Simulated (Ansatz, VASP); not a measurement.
**MgO: VASP beside Ansatz**

File INCAR:

```
SYSTEM = MgO
PREC = Accurate
ENCUT = 520
EDIFF = 1E-7
ISMEAR = 0
SIGMA = 0.05
LREAL = .False.
LASPH = .True.
NELM = 80
ALGO = Normal
ISIF = 2
LWAVE = .False.
LCHARG = .True.
GGA = PS
LELF = .True.
LVHAR = .True.
NBANDS = 16
```

File KPOINTS:

```
regular mesh
0
Gamma
  9 9 6
  0 0 0
```

File POSCAR:

```
MgO
1.0
    3.5354804147      0.0000000000      0.0000000000
   -1.7677402074      3.0618158537      0.0000000000
    0.0000000000      0.0000000000      4.0969764116
Mg O
2 2
Direct
    0.6626356829      0.3252713658      0.7500000000
    0.3373643171      0.6747286342      0.2500000000
    0.6696346346      0.3392692692      0.2500000000
    0.3303653654      0.6607307308      0.7500000000
```

Input for Ansatz:

```yaml
crystal:
  lattice:
    - [3.5354804147, 0.0, 0.0]
    - [-1.7677402074, 3.0618158537, 0.0]
    - [0.0, 0.0, 4.0969764116]
  atoms:
    - { symbol: Mg, position: [0.6626356829, 0.3252713658, 0.75] }
    - { symbol: Mg, position: [0.3373643171, 0.6747286342, 0.25] }
    - { symbol: O, position: [0.6696346346, 0.3392692692, 0.25] }
    - { symbol: O, position: [0.3303653654, 0.6607307308, 0.75] }
basis:
  ecutwfc: 520.0
kpoints:
  mp_grid: { grid: [9, 9, 6] }
hamiltonian:
  xc: pbesol
  pseudopotentials: { kind: paw, azcp: { folder: soft_1 } }
scf:
  occupations: { method: gaussian, width: 0.05 }
output:
  forces: true
  stress: true
  eigenvalues: true
```

Change from the starting cell: mode 5 frozen in at -0.024 Å, strain +e along z and -e/2 along x and y -0.0233.

Alike in both runs: task single point; functional PBEsol; k mesh 9 × 9 × 6; occupations gaussian, width 0.05 eV; no spin polarisation.

```csv
,VASP,Ansatz
version,VASP 6.6.1,Ansatz 0.2.0
potentials or method,"VASP PAW PBE potentials, release 64 (Mg, O)","scalar-relativistic, plane waves, PAW"
plane-wave cutoff (eV),520,520
valence electrons in the cell,16,32
```

|  | VASP | Ansatz | Ansatz less VASP |
| --- | --- | --- | --- |
| gap on the k mesh at the Fermi level (eV) | 3.31 | 3.32 | +0.009 |
| least direct gap on the mesh (eV) | 3.31 | 3.32 | +0.009 |
| pressure (GPa) | 0.2 | 0.6 | +0.43 |
| largest component of the traceless stress (GPa) | 4.41 | 4.45 | +0.038 |
| rms of the force components (eV/Å) | 0.088 | 0.087 | -0.0011 |

Atom by atom the forces differ by 0.001 eV/Å (rms over components). The functional is the same, so the differences come from potentials, cutoffs and numerics. The two sets of potentials don't hold the same shells in valence. Ansatz warned: «pseudo_functional_mismatch».

Caveats: the PAW data sets were made with another functional, which shifts forces and pressure a little (VASP).
